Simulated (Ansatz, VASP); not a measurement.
AlN: VASP beside Ansatz

The input POSCAR:

```
AlN
1.0
    0.0000000000      2.1848764836      2.1848764836
    2.1848764836      0.0000000000      2.1848764836
    2.1848764836      2.1848764836      0.0000000000
Al N
1 1
Direct
    0.0000000000      0.0000000000      0.0000000000
    0.7500000000      0.7500000000      0.7500000000
```

INCAR.step1

```
PREC = Accurate
ENCUT = 520
ISMEAR = 0
SIGMA = 0.01
LREAL = F
LASPH = T
NELM = 80
NBANDS = 11
GGA = PE
ALGO = Normal
EDIFF = 1E-4
LWAVE = T
LCHARG = F
```

INCAR.step2

```
PREC = Accurate
ENCUT = 520
EDIFF = 1E-6
ISMEAR = 0
SIGMA = 0.01
LREAL = F
LASPH = T
NELM = 80
ALGO = Normal
ISIF = 2
LWAVE = F
LCHARG = T
METAGGA = R2SCAN
LMIXTAU = T
LELF = T
LVHAR = T
NBANDS = 11
ISTART = 1
```

Contents of KPOINTS:

```
Automatic mesh
0
Gamma
  10 10 10
```

Input for Ansatz:

```yaml
crystal:
  lattice:
    - [0.0, 2.1848764836, 2.1848764836]
    - [2.1848764836, 0.0, 2.1848764836]
    - [2.1848764836, 2.1848764836, 0.0]
  atoms:
    - { symbol: Al, position: [0.0, 0.0, 0.0] }
    - { symbol: "N", position: [0.75, 0.75, 0.75] }
kpoints:
  mp_grid: { grid: [10, 10, 10] }
  band_path:
    path:
      - [0.0, 0.0, 0.0]
      - [-0.5, -0.5, 0.0]
      - [-0.375, -0.375, 0.25]
      - [-0.375, 0.0, 0.375]
      - [0.0, 0.0, 0.5]
      - [-0.5, -0.25, 0.25]
      - [0.0, 0.5, 0.5]
    npoints: 1
hamiltonian:
  xc: r2scan
scf:
  occupations: { method: fixed }
  n_extra_bands: 4
output:
  forces: true
  stress: true
  eigenvalues: true
```

Alike in both runs: task single point; functional r2SCAN; k mesh 10 × 10 × 10; no spin polarisation.

```csv
,VASP,Ansatz
version,VASP 6.6.1,Ansatz 0.2.0
potentials or method,"VASP PAW PBE potentials, release 64 (Al, N)","plane waves, PAW"
plane-wave cutoff (eV),520,500
occupations,"gaussian, width 0.01 eV",fixed
valence electrons in the cell,8,8
```

VASP gave:

| Quantity | Value |
| --- | --- |
| gap on the k mesh at the Fermi level (eV) | 3.93 |
| pressure (GPa) | -0.4 |

**Question.** Which values does Ansatz return?

**Answer.** gap on the k mesh at the Fermi level (eV): 3.94; pressure (GPa): 0.0.

Caveats: the PAW data sets were made with another functional, which shifts forces and pressure a little (VASP). A k mesh can miss the band edges. r2SCAN opens gaps a little over a GGA but as a rule still falls short of measured ones.
